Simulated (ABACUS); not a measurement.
AlRu, 2 atoms in the cell. Symmetry: Pm-3m, No. 221, cubic system. Conventional cell: a = 2.992 Å, b = 2.992 Å, c = 2.992 Å, α = 90.00°, β = 90.00°, γ = 90.00°. Ru (site symmetry m-3m) is surrounded by 8 Al at 2.59 Å. Al (site symmetry m-3m) is surrounded by 8 Ru at 2.59 Å. 

```yaml
Program: ABACUS 3.10.1
Task: single point
Functional: SOGGA
Potentials_or_basis: PseudoDojo NC SR 0.4.1 PBE standard
Cutoff: 1361 eV
Density_cutoff: 5442 eV
Basis: DZP LCAO (the cutoffs set its grid)
k_mesh: 9 × 9 × 9
Occupations: fermi-dirac, width 0.05 eV
Spin: no spin polarisation
Radial_cutoff_of_the_potentials_pseudo_rcut: 7 bohr
Orbital_files: Ru Ru_confined-atom_7au_3s2p2d1f.orb, Al Al_confined-atom_8au_2s2p1d.orb
SCF_threshold_on_the_density: 1e-07
Max_SCF_steps: 100
Eigensolver: genelpa
Mixing: broyden
Mixing_share: 0.7
Symmetry_key: 1
```

Potentials or basis: PseudoDojo NC SR 0.4.1 PBE standard, DZP LCAO (the cutoffs set its grid).

Run with:

```bash
$ OMP_NUM_THREADS=1 python run_abacus.py > log
```

Hardware: 4 MPI ranks on AMD EPYC 7R43 64-Core Processor (Zen 3), on a shared host.

Problem. Estimate the wall time of this run.

Solution. Wall time 7.1 s on 4 MPI ranks on AMD EPYC 7R43 64-Core Processor (Zen 3), on a shared host, peak memory 0.48 GiB a rank. Counts: scf iterations 9, k points 35, bands 14, basis 39, ranks 4.
